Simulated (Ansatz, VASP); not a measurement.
GaSb in VASP and in Ansatz

```
CELL_PARAMETERS angstrom
0.00000 3.05900 3.05900
3.05900 0.00000 3.05900
3.05900 3.05900 0.00000
ATOMIC_POSITIONS crystal
Sb 0.75000 0.75000 0.75000
Ga 0.00000 0.00000 0.00000
```

Alike in both runs: task band structure; functional B3LYP; k mesh 4 × 4 × 4; occupations fermi-dirac, width 0.05 eV; no spin polarisation.

|  | VASP | Ansatz |
| --- | --- | --- |
| version | VASP 6.6.1 | Ansatz 0.2.0 |
| potentials or method | VASP PAW PBE potentials, release 64 (Sb, Ga_d) | Ansatz PAW |
| plane-wave cutoff (eV) | 520 | 420 |
| valence electrons in the cell | 18 | 28 |

Ansatz gave:

| Item | Value |
| --- | --- |
| gap on the k mesh at the Fermi level (eV) | 0.99 |
| least direct gap on the mesh (eV) | 0.99 |
| pressure (GPa) | 3.3 |

Estimate VASP's values.

gap on the k mesh at the Fermi level (eV): 1.09; least direct gap on the mesh (eV): 1.09; pressure (GPa): 3.1.

The two sets of potentials don't hold the same shells in valence.

Caveats: the k mesh is coarse (spacing up to 0.44 Å⁻¹), so the values aren't converged, least of all with exact exchange; spin-orbit coupling is left out, which moves the levels of the heavy elements; an unscreened hybrid on a path of extra k points without a Coulomb cutoff has errors near the mesh points, so the bands along the path aren't reliable (VASP); the PAW data sets were made with another functional, which shifts forces and pressure a little (VASP); the PAW data sets come from PBE, with cores solved anew for the run's functional, which leaves a small shift of forces and pressure (Ansatz); the thresholds are loose for stress (Ansatz). A k mesh can miss the band edges.
